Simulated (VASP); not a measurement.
Set up this calculation in VASP 6.6.1, as the native input.

| Item | Value |
| --- | --- |
| Task | single point |
| Functional | PBE |
| Potentials or basis | VASP PAW PBE potentials, release 64 (Tl_d) |
| Cutoff | 520 eV |
| k mesh | 9 × 9 × 5 |
| Occupations | fermi-dirac, width 0.05 eV |
| Spin | no spin polarisation |
| Dipole correction | no |
| Further INCAR settings | ALGO = Normal; EDIFF = 1e-07; NBANDS = 20 |

The structure of Tl lies in POSCAR:

```
Tl
1.0
    3.4328046702      0.0000000000      0.0000000000
   -1.7164023351      2.9728960507      0.0000000000
    0.0000000000      0.0000000000      5.4879183458
Tl
2
Direct
    0.6666666667      0.3333333333      0.7500000000
    0.3333333333      0.6666666667      0.2500000000
```

The cell isn't the ideal one: volume scaled by 0.98.

One way to write it, as run:

INCAR

```
ALGO     = Normal         # electronic algorithm
EDIFF    = 1E-7           # SCF threshold, eV
ENCUT    = 520            # plane-wave cutoff, eV
GGA      = PE             # functional
ISIF     = 2              # what is computed and relaxed
ISMEAR   = -1             # smearing method
LASPH    = T              # aspherical terms in the spheres
LCHARG   = F              # write CHGCAR
LREAL    = F              # projectors in reciprocal space
LWAVE    = F              # write WAVECAR
NBANDS   = 20             # bands
NELM     = 100            # most SCF steps
PREC     = Accurate       # precision mode
SIGMA    = 0.05           # smearing width, eV
```

KPOINTS

```
k-points
0
Gamma
  9 9 5
```

Potentials or basis: VASP PAW PBE potentials, release 64 (Tl_d).

Command:

```bash
$ cat potpaw_PBE.64/Tl_d/POTCAR > POTCAR
$ mpirun -np 1 vasp_std > vasp.out
```

Results of the run:

| Quantity | Value |
| --- | --- |
| Pressure | 4.3 GPa |
| Band gap on the k mesh | none (metal or under the smearing width) |

Run time: 22 s on 1 thread of Intel(R) Xeon(R) Platinum 8488C (Sapphire Rapids), with other jobs on the host, peak memory 0.18 GiB.
